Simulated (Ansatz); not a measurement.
Mg: energy change per atom and pressure against volume scale

All results are calculated (Ansatz 0.2.0). Plane-wave DFT, scalar-relativistic PAW made under PBE with cores redone for the functional, no dispersion; the given relaxed cell is scaled uniformly, energy at zero smearing counts from the unscaled cell, pressure at the given Fermi-Dirac smearing is positive in compression.

The cell before it is scaled or strained (space group Fm-3m, No. 225):
```
CELL_PARAMETERS angstrom
0.00000 2.28140 2.28140
2.28140 0.00000 2.28140
2.28140 2.28140 0.00000
ATOMIC_POSITIONS crystal
Mg 0.00000 0.00000 0.00000
```

Settings of every row: spin polarised no; functional revPBE; wave cutoff 420 eV; smearing width 0.1 eV; k mesh 13x13x13.

Atom starting moment: 0 on all atoms.

Limits: the cell comes from a prototype or a list of computed structures and needn't be the stable phase.

| row | volume scale | V (Å³/atom) | energy change per atom (meV) | pressure (GPa) |
| --- | --- | --- | --- | --- |
| 1 | 0.88 | 20.899 | 44.48 | 5.58 |
| 2 | 0.92 | 21.849 | 18.37 | 3.35 |
| 3 | 0.96 | 22.798 | 4.27 | 1.53 |
| 4 | 1.04 | 24.698 | 3.78 | -1.19 |
| 5 | 1.08 | 25.648 | 14.14 | -2.19 |
| 6 | 1.12 | 26.598 | ? | ? |

Question: what energy change per atom and pressure should row 6 give?

Worked fit of energy change per atom. Take u = (V_r/V)^(2/3) − 1 with V_r = 22.798 Å³ an atom, which is twice the finite (Eulerian) strain; such expansions in the strain, on which the Birch-Murnaghan equation of state is built, carry the rest volume and the bulk modulus. The shown rows have u = 0.05969, 0.02875, 0, -0.05197, -0.07552. Least squares give energy change per atom = 4.279 + 318.61 × u + 5947.3 × u² meV; a straight line predicts inner rows, each left out in turn, worse (root mean square 12 against 0.019 meV). The rows lie off it by -0.01, 0.02, -0.01, 0.00, 0.00. Its lowest point lies at u = -0.0268, or V = 23.75 Å³ an atom, and the curvature there gives the bulk modulus at fixed shape and fractions, B = (4/9)(1 + u)² E″(u)/V = 33.8 GPa. The withheld row has u = -0.09767, so the fit gives 4.279 + 318.61 × (-0.09767) + 5947.3 × (-0.09767)² = 29.89 meV.

The calculation gave 29.89 meV. The fit meets it to the printed digit. This row lies beyond the range of the fit.

Worked fit of pressure. Take u = (V_r/V)^(2/3) − 1 with V_r = 22.798 Å³ an atom, which is twice the finite (Eulerian) strain; such expansions in the strain, on which the Birch-Murnaghan equation of state is built, carry the rest volume and the bulk modulus. The shown rows have u = 0.05969, 0.02875, 0, -0.05197, -0.07552. Least squares give pressure = 1.529 + 59.59 × u + 137.7 × u² GPa; a straight line predicts inner rows, each left out in turn, worse (root mean square 0.28 against 0.0082 GPa). The rows lie off it by 0.00, -0.01, 0.00, 0.01, 0.00. The pressure vanishes at u = -0.0274, or V = 23.77 Å³ an atom, and there the bulk modulus at fixed shape and fractions is B = −V dP/dV = (2/3)(1 + u) dP/du = 33.7 GPa. The withheld row has u = -0.09767, so the fit gives 1.529 + 59.59 × (-0.09767) + 137.7 × (-0.09767)² = -2.98 GPa.

The calculation gave -3.01 GPa. The fit lies 0.03 GPa (0.35 % of the column's range) above it; its largest miss of a shown row is 0.01 GPa. This row lies beyond the range of the fit.
